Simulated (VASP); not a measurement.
VASP inputs for GaN (strained zincblende)

INCAR

```
GGA = PE
PREC = Accurate
LCHARG = .TRUE.
NBANDS = 16
NELM = 120
ENCUT = 520
SIGMA = 0.02
LELF = .TRUE.
LWAVE = .FALSE.
LREAL = .FALSE.
ISIF = 2
LASPH = .TRUE.
IBRION = -1
EDIFF = 1E-7
NSW = 0
ISMEAR = -1
```

KPOINTS

```
KPOINTS created by Atomic Simulation Environment
0
Gamma
10 10 10
0 0 0
```

KPOINTS_OPT

```
special points
6
Reciprocal
0.0000000000 0.0000000000 0.0000000000 1
-0.5000000000 -0.5000000000 0.0000000000 1
-0.3750000000 -0.3750000000 0.2500000000 1
-0.3750000000 0.0000000000 0.3750000000 1
0.0000000000 0.0000000000 0.5000000000 1
-0.5000000000 -0.2500000000 0.2500000000 1
```

POSCAR

```
Ga N
 1.0000000000000000
     0.0000000000000000    2.2030739097000001    2.2968536679999998
     2.2030739097000001    0.0000000000000000    2.2968536679999998
     2.2030739097000001    2.2030739097000001    0.0000000000000000
 Ga  N
   1   1
Cartesian
  0.0000000000000000  0.0000000000000000  0.0000000000000000
  1.1015369548499998  1.1015369548499998  1.1484268339999997
```

VASP ran with the recommended PBE PAW datasets (18 valence electrons in the cell).

Estimate the main results of this run.

gap between bands v and c 1.82 eV; least direct gap 1.82 eV; pressure 10.3 GPa.

Band v is the last that the valence electrons fill when counted band by band, and c is the next. Levels in eV from the top of v:

```
point    v−1      v     c    c+1
    Γ   0.00   0.00  1.82  10.37
    X  -2.64  -2.64  3.49   7.19
    K  -4.43  -2.42  4.85   7.86
    L  -1.23  -0.91  4.70   8.79
    W  -3.86  -3.83  6.31   8.57
```
